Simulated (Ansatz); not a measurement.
**TiSi2 under strain**

Theory: DFT PBEsol, scalar-relativistic, plane waves, PAW in Ansatz. Run with 420 eV cutoff, 10×4×10 k-mesh, Gaussian smearing of 0.10 eV, no spin polarisation.

The relaxed crystal:

```
CELL_PARAMETERS angstrom
3.51705 0.00000 0.00000
0.00000 13.34825 0.00000
0.00000 0.00000 3.55562
ATOMIC_POSITIONS crystal
Ti 0.50000 0.60248 0.75000
Ti 0.00000 0.89752 0.25000
Ti 0.00000 0.10248 0.75000
Ti 0.50000 0.39752 0.25000
Si 0.50000 0.94001 0.75000
Si 0.00000 0.55999 0.25000
Si 0.00000 0.75028 0.75000
Si 0.50000 0.74972 0.25000
Si 0.00000 0.44001 0.75000
Si 0.50000 0.05999 0.25000
Si 0.50000 0.25028 0.75000
Si 0.00000 0.24972 0.25000
```

Deformation: biaxial strain in the a-b plane, with the length and tilt of c and the atoms relaxed, all within the symmetry that the strain leaves. Energies are extrapolated to zero smearing.

| strain (%) | ΔE (meV/atom) | a (Å) | b (Å) | c (Å) |
| --- | --- | --- | --- | --- |
| -6.0 | 98.2 | 3.306 | 12.547 | 3.687 |
| -4.0 | 42.0 | 3.376 | 12.814 | 3.637 |
| -2.0 | 10.1 | 3.447 | 13.081 | 3.594 |
| +0.0 | 0.0 | 3.517 | 13.348 | 3.556 |
| +2.0 | 9.0 | 3.587 | 13.615 | 3.519 |
| +4.0 | 34.5 | 3.658 | 13.882 | 3.483 |
| +6.0 | 73.7 | 3.728 | 14.149 | 3.446 |

Q: What stiffness (1/V) d²E/dε² at zero strain does a cubic fit over all points give?

A: A cubic fit gives (1/V) d²E/dε² = 550 GPa at zero strain (twice the biaxial modulus).

Q: How does the free axis c answer a small strain?

A: Between the innermost points its strain is -0.53 times the applied one.

This form isn't the usual stable structure of the compound.